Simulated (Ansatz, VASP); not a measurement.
# Cross-check of Cu8B (B/Cu(111)) between VASP and Ansatz

One calculation is typed for both programs; each brings its own data sets and cutoff. How far apart do they land? The structure shown is the end of the Ansatz relaxation below.

Method: plane waves, with VASP 6.6.1 beside it; single point at PBE, in Ansatz 0.2.0.

### Step 1. Set-up

The cell holds 18 atoms: 16 Cu and 2 B. Its edges and angles: a = 5.105 Å, b = 5.105 Å, c = 25.842 Å, α = 90.0°, β = 90.0°, γ = 60.0°. Vacuum lies along c.

### Step 2. Ansatz: relaxation, PBE

Ansatz runs on its default PAW (the set named soft_2) files.

This run makes the geometry at which the two programs are then compared.

File input.yaml:

```yaml
crystal:
  lattice:
    - [5.1053109602, 1.0e-10, 0.0]
    - [2.5526554801, 4.4213289858, 0.0]
    - [0.0, 0.0, 25.8419801857]
  atoms:
    - { symbol: Cu, position: [0.0, 0.0, 0.3482705248] }
    - { symbol: Cu, position: [0.1666666667, 0.1666666667, 0.4289235729] }
    - { symbol: Cu, position: [0.3333333333, 0.3333333333, 0.5099983829] }
    - { symbol: Cu, position: [0.0, 0.0, 0.5906231519] }
    - { symbol: Cu, position: [0.0, 0.5, 0.3482705248] }
    - { symbol: Cu, position: [0.1666666667, 0.6666666667, 0.4289235729] }
    - { symbol: Cu, position: [0.3333333333, 0.8333333333, 0.5099983829] }
    - { symbol: Cu, position: [0.0, 0.5, 0.5906231519] }
    - { symbol: Cu, position: [0.5, 0.0, 0.3482705248] }
    - { symbol: Cu, position: [0.6666666667, 0.1666666667, 0.4289235729] }
    - { symbol: Cu, position: [0.8333333333, 0.3333333333, 0.5099983829] }
    - { symbol: Cu, position: [0.5, 0.0, 0.5906231519] }
    - { symbol: Cu, position: [0.5, 0.5, 0.3482705248] }
    - { symbol: Cu, position: [0.6666666667, 0.6666666667, 0.4289235729] }
    - { symbol: Cu, position: [0.8333333333, 0.8333333333, 0.5099983829] }
    - { symbol: Cu, position: [0.5, 0.5, 0.5906231519] }
    - { symbol: B, position: [0.3333333333, 0.3333333333, 0.6517294752] }
    - { symbol: B, position: [0.8333333333, 0.3333333333, 0.6517294752] }
kpoints:
  mp_grid: { grid: [7, 7, 1] }
hamiltonian:
  xc: pbe
scf:
  occupations: { method: fermi_dirac, width: 0.1 }
  convergence: { dr2_threshold: 1.0e-08 }
efield:
  axis: 3
  dipole_correction: true
  ramp_position: 0.97
  ramp_width: 0.06
relax:
  f_tol: 0.02
  max_steps: 60
  constraints: [{ sites: [0, 1, 4, 5, 8, 9, 12, 13] }]
output:
  bader: true
  dos: { projected: true, e_range: [-8, 4] }
  write_potential: true
  write_density: true
  volumetric_format: npy
```

On the command line:

```console
$ ansatz run input.yaml --threads 4 --pin off --max-ram 12288MiB --backend cpu --events-out ev --progress --plain --runs-dir out
```

Numbers of over 12 decimals in the logs are rounded to 6 here.

The program printed:

```text
Engine: ansatz 0.2.0, aarch64-unknown-linux-gnu
Pseudopotentials: kind: paw
Pseudopotential: Cu, paw, valence charge 19, recommended cutoff 420 eV (normal), Cu.paw.azcp
Pseudopotential: B, paw, valence charge 3, recommended cutoff 420 eV (normal), B.paw.azcp
Functional definition: PBE
  parameter kappa = 0.804
  parameter beta = 0.066725
  exchange = pbe_x(kappa = kappa, mu = beta*pi^2/3)
  correlation = pbe_c(beta = beta)
Crystal: 18 atoms, lattice volume = 583.312 Å³
Basis set: ecut = 420 eV, 11445 PW (Γ), exchange–correlation on 72×72×360 points (8 copies of the dense FFT grid, shifted against one another)
Bands: 186, of which v1, the nominal top of the filled ones, is band 155 counted from 1 (154 counted from 0)
Symmetry: 4 space group operations
Space group: Pm (ITA 6), of the structure as read, at distance tolerance 8.4e-5 Å
k-points: 16 of 49 (time reversal used)
Non-local potential: Cu, projectors of the file, l = 0: 3, l = 1: 2, l = 2: 3, l = 3: 1
Non-local potential: B, projectors of the file, l = 0: 2, l = 1: 2, l = 2: 1
PAW form: soft (Blöchl's): semilocal exchange-correlation on the pseudo side does not see the compensation charge
PAW one-centre angular grid: Cu, 590 points (default); XC on 64 Gauss nodes
PAW one-centre angular grid: B, 110 points (default); XC on 64 Gauss nodes
Initial density: superposition of atomic densities (neutral atoms: chi_scale 0, normalization atom), corrected by the library's trained network
Initial wavefunctions: pseudopotential atomic-orbital guess
Functional: x = pbe(κ = 0.804, μ = 0.219515), c = pbe(β = 0.066725)
SCF iter   1: F=—  HF=-106306.217036 eV  |F-HF|=—  |Δ(HF+E_count)|=         —  Δρ=4.61e-3  dr2=2.21e0  ethr=1.77e-3  p=-0.042 e·Å  D=-1.30e-2 V/Å  ΔV_dip=0.34 eV  dr2_dipole=9.48e-1  V_vac-E_F(+/−)=5.21/4.88 eV  ⟨swp⟩=7.1  Hψ=12087  notcnv=0  defer=222
efield: sawtooth ramp at fractional position 0.9700 (set: `efield.ramp_position`, or a place that a band, a saddle search or an elastic batch's reference lends), width 0.0600; the density the first Hamiltonian is built on has a dipole p = -0.042 e·Å; the dipole correction subtracts the counter field D = -1.30e-2 V/Å, which shifts the + side's vacuum level by +0.34 eV against the − side's; the planar-averaged density in the ramp window peaks in size at 4.5e-5 e/Å³
preconditioner: auto → LDOS  [metal: Δε(μ)=0.012 eV  Ē_g=7.907 eV  σ=0.100 eV  W_gap=0.03  n_scr=122 (ndim 8)  ℏωp=20.7 eV  f_vac=0.599  D(μ)=7.96/eV (n_scr^D=42)  β→1.0]
SCF iter   2: F=—  HF=-106306.187912 eV  |F-HF|=—  |Δ(HF+E_count)|=   2.91e-2  Δρ=3.35e-3  dr2=5.31e-2  ethr=7.14e-4  p=-0.081 e·Å  D=-2.50e-2 V/Å  ΔV_dip=0.65 eV  dr2_dipole=1.79e-3  V_vac-E_F(+/−)=5.49/4.84 eV  ⟨swp⟩=2.6  Hψ=3587  notcnv=0  defer=264
SCF iter   3: F=—  HF=-106306.195942 eV  |F-HF|=—  |Δ(HF+E_count)|=   8.03e-3  Δρ=3.47e-3  dr2=3.94e-2  ethr=1.71e-5  p=-0.083 e·Å  D=-2.58e-2 V/Å  ΔV_dip=0.67 eV  dr2_dipole=1.44e-4  V_vac-E_F(+/−)=5.48/4.82 eV  ⟨swp⟩=2.1  Hψ=5375  notcnv=0  defer=264
SCF iter   4: F=—  HF=-106306.188746 eV  |F-HF|=—  |Δ(HF+E_count)|=   7.20e-3  Δρ=1.37e-3  dr2=8.65e-3  ethr=1.27e-5  p=-0.082 e·Å  D=-2.54e-2 V/Å  ΔV_dip=0.66 eV  dr2_dipole=5.42e-4  V_vac-E_F(+/−)=5.48/4.82 eV  ⟨swp⟩=2.2  Hψ=4724  notcnv=0  defer=264
SCF iter   5: F=—  HF=-106306.187784 eV  |F-HF|=—  |Δ(HF+E_count)|=   9.62e-4  Δρ=2.40e-4  dr2=3.27e-4  ethr=2.79e-6  p=-0.081 e·Å  D=-2.52e-2 V/Å  ΔV_dip=0.65 eV  dr2_dipole=2.25e-5  V_vac-E_F(+/−)=5.48/4.83 eV  ⟨swp⟩=3.0  Hψ=4189  notcnv=0  defer=264
SCF iter   6: F=—  HF=-106306.187873 eV  |F-HF|=—  |Δ(HF+E_count)|=   8.93e-5  Δρ=1.74e-4  dr2=1.38e-4  ethr=1.06e-7  p=-0.081 e·Å  D=-2.52e-2 V/Å  ΔV_dip=0.65 eV  dr2_dipole=2.76e-7  V_vac-E_F(+/−)=5.48/4.83 eV  ⟨swp⟩=2.3  Hψ=4970  notcnv=0  defer=264
SCF iter   7: F=—  HF=-106306.187912 eV  |F-HF|=—  |Δ(HF+E_count)|=   3.90e-5  Δρ=4.03e-5  dr2=1.19e-5  ethr=4.47e-8  p=-0.081 e·Å  D=-2.50e-2 V/Å  ΔV_dip=0.65 eV  dr2_dipole=1.90e-7  V_vac-E_F(+/−)=5.48/4.84 eV  ⟨swp⟩=2.0  Hψ=4043  notcnv=0  defer=264
SCF iter   8: F=—  HF=-106306.187751 eV  |F-HF|=—  |Δ(HF+E_count)|=   1.61e-4  Δρ=2.46e-5  dr2=3.19e-6  ethr=3.84e-9  p=-0.080 e·Å  D=-2.49e-2 V/Å  ΔV_dip=0.64 eV  dr2_dipole=1.90e-7  V_vac-E_F(+/−)=5.48/4.84 eV  ⟨swp⟩=2.0  Hψ=4395  notcnv=0  defer=262
SCF iter   9: F=—  HF=-106306.187754 eV  |F-HF|=—  |Δ(HF+E_count)|=   2.72e-6  Δρ=5.80e-6  dr2=2.09e-7  ethr=1.03e-9  p=-0.080 e·Å  D=-2.49e-2 V/Å  ΔV_dip=0.64 eV  dr2_dipole=2.83e-8  V_vac-E_F(+/−)=5.48/4.84 eV  ⟨swp⟩=2.1  Hψ=4208  notcnv=0  defer=262
SCF iter  10: F=—  HF=-106306.187755 eV  |F-HF|=—  |Δ(HF+E_count)|=   5.16e-7  Δρ=2.40e-6  dr2=3.99e-8  ethr=6.75e-11  p=-0.080 e·Å  D=-2.48e-2 V/Å  ΔV_dip=0.64 eV  dr2_dipole=1.43e-9  V_vac-E_F(+/−)=5.48/4.84 eV  ⟨swp⟩=2.3  Hψ=4272  notcnv=0  defer=262
[...]
k-point 1: bands = [... 151 lower, 1.6350, 1.9575, 2.3071, 2.3809, 2.4152, 2.8722, 2.9580, 3.0914, ... 27 higher]
  k-point 2: bands = [... 151 lower, 1.1402, 1.4548, 2.3354, 2.3425, 2.3535, 2.9647, 3.1179, 3.1430, ... 27 higher]
  k-point 15: bands = [... 151 lower, 1.1130, 1.4407, 1.7912, 2.1798, 3.0406, 3.3390, 3.5268, 3.9444, ... 27 higher]
--- Relaxed structure (5 steps of the walk, 5 accepted, 0 SCFs on fresh bases) ---
  F+E_penalty+E_count = -106306.51383159 eV   max|allowed force component| = 1.235e-2 eV/Å
  atoms:
    - { symbol: Cu, position: [-7.709882116350025e-19, 0, 0.348271] }
    - { symbol: Cu, position: [0.166667, 0.166667, 0.428924] }
    - { symbol: Cu, position: [0.332746, 0.334508, 0.509814] }
    - { symbol: Cu, position: [0.00347226, -0.00694452, 0.593592] }
    - { symbol: Cu, position: [2.7755575615628914e-17, 0.5, 0.348271] }
    - { symbol: Cu, position: [0.166667, 0.6666666667, 0.428924] }
    - { symbol: Cu, position: [0.332361, 0.835278, 0.509780] }
    - { symbol: Cu, position: [-0.00364306, 0.507286, 0.592040] }
    - { symbol: Cu, position: [0.500000, 0.0, 0.348271] }
    - { symbol: Cu, position: [0.666667, 0.1666666667, 0.428924] }
    - { symbol: Cu, position: [0.832746, 0.334508, 0.509814] }
    - { symbol: Cu, position: [0.503472, -0.00694452, 0.593592] }
    - { symbol: Cu, position: [0.500000, 0.500000, 0.348271] }
    - { symbol: Cu, position: [0.666667, 0.666667, 0.428924] }
    - { symbol: Cu, position: [0.832361, 0.835278, 0.509780] }
    - { symbol: Cu, position: [0.496357, 0.507286, 0.592040] }
    - { symbol: B, position: [0.332973, 0.334053, 0.644337] }
    - { symbol: B, position: [0.832973, 0.334053, 0.644337] }
--- Bader charges: 18 sites ---
  site symbol  charge [e]  shift [e]
     0     Cu     -0.0227     0.0002
     1     Cu      0.0228     0.0001
     2     Cu     -0.0005     0.0000
     3     Cu      0.0567     0.0021
     4     Cu     -0.0214     0.0002
     5     Cu      0.0232     0.0001
     6     Cu     -0.0154     0.0000
     7     Cu     -0.0151     0.0041
     8     Cu     -0.0227     0.0002
     9     Cu      0.0228     0.0001
    10     Cu     -0.0005     0.0000
    11     Cu      0.0567     0.0021
    12     Cu     -0.0214     0.0002
    13     Cu      0.0232     0.0001
    14     Cu     -0.0154     0.0000
    15     Cu     -0.0151     0.0041
    16      B     -0.0277     0.0062
    17      B     -0.0277     0.0062
  estimated error of the sums over rays = 3.8e-4 e
```

(Continued in part 2 of 2.)

[Lines on the potential files, build, host, timing and source positions are cut from VASP's logs without a mark.]

[Logs are printed without paths, hosts, clocks, repeated set-up lines and the standing remarks that a program may print on its own settings, such as how far it seeks lower states.]

[Hosts, paths, dates, database ids (printed as entryN), source tags and the programs' standing remarks are cut or masked in the printed files.]
